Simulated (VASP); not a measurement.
Wanted: the native input for a VASP 6.6.1 run.

| Quantity | Value |
| --- | --- |
| Task | dielectric tensor |
| Functional | PBE |
| Potentials or basis | VASP PAW PBE potentials, release 64 (Al, P) |
| Cutoff | 520 eV |
| k mesh | 14 × 14 × 14 |
| Occupations | gaussian, width 0.03 eV |
| Spin | no spin polarisation |
| Monkhorst-Pack mesh | yes |
| Further INCAR settings | ALGO = Normal; EDIFF = 1e-08 |

The structure of AlP lies in POSCAR:

```
AlP                                     
1.0
    0.0000000000      2.7357031041      2.7357031041
    2.7357031041      0.0000000000      2.7357031041
    2.7357031041      2.7357031041      0.0000000000
  Al              P             
     1     1
Direct
     0.0000000000000000    0.0000000000000000    0.0000000000000000
     0.2500000000000000    0.2500000000000000    0.2500000000000000
```

One way to write it, as run:

INCAR

```
SYSTEM = AlP
  PREC = Accurate
  ENCUT = 520
  EDIFF = 1E-8
  ISMEAR = 0
  SIGMA = 0.03
  LREAL = .False.
  LASPH = .True.
  NELM = 80
  ALGO = Normal
  ISIF = 2
  LWAVE = .False.
  LCHARG = .False.
  GGA = PE
  LEPSILON = .True.
```

KPOINTS

```
Automatic mesh
0
Monkhorst
  14 14 14
  0 0 0
```

Potentials or basis: VASP PAW PBE potentials, release 64 (Al, P).

Run with:

```bash
$ cat potpaw_PBE.64/Al/POTCAR potpaw_PBE.64/P/POTCAR > POTCAR
$ mpirun -np 1 vasp_std > vasp.out
```

Results of the run:

The electronic dielectric tensor (diagonal) is 8.11 and the born charges (mean of the diagonal) is Al +2.23; P -2.23 e.

It took 14 min on 1 thread of Intel(R) Xeon(R) 6975P-C (Granite Rapids), with other jobs on the host, peak memory 1.1 GiB.
